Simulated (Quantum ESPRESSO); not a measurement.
CdS (Hawleyite) in Quantum ESPRESSO: the effect of target pressure

Crystal: CdS (Hawleyite).

```
Cd S
1.0
     0.00000    2.91650    2.91650
     2.91650    0.00000    2.91650
     2.91650    2.91650    0.00000
Cd S
1 1
Cartesian
  0.0000 0.0000 0.0000
  4.3748 4.3748 4.3748
```

Alike in all runs:

| Item | Value |
| --- | --- |
| Program | Quantum ESPRESSO 7.5 |
| Task | relaxation of cell and atoms |
| Functional | LDA |
| Potentials or basis | SSSP 1.3 efficiency PBE |
| Cutoff | 939 eV |
| Density cutoff | 7510 eV |
| k mesh | 8 × 8 × 8 |
| Occupations | fermi-dirac, width 0.05 eV |
| Spin | no spin polarisation |

Each run relaxes the cell or the atoms first.

| target pressure | relaxed volume (Å³/atom) | gap on the mesh (eV) |
| --- | --- | --- |
| 0 GPa | 24.02 | 0.87 |
| 2 GPa | 23.36 | 0.93 |
| 5 GPa | 22.54 | 1.00 |
| 10 GPa | 21.44 | 1.09 |
| 20 GPa | ? | ? |
| 30 GPa | 18.73 | 1.30 |

Question: What does the run with target pressure 20 GPa give?

Answer: Relaxed volume 19.86 Å³/atom; gap on the mesh 1.21 eV.

Worked out: In Murnaghan's law V^(-B') rises as a straight line in P. The other rows fit best with B' = 4.2, V0 = 24.02 Å³/atom and B0 = 68 GPa, which gives 19.85 Å³/atom at 20 GPa, against the run's 19.86. A parabola through the other rows of the gap on the mesh, of slope 0.0103 eV per GPa there, gives 1.24 eV, against the run's 1.21.

Caveats: the potentials were made for another functional, which shifts forces and pressure; the volume moved by over 15 % at a fixed basis, so the end points are rough (some runs).

Runs at the PBE level aren't shown here.
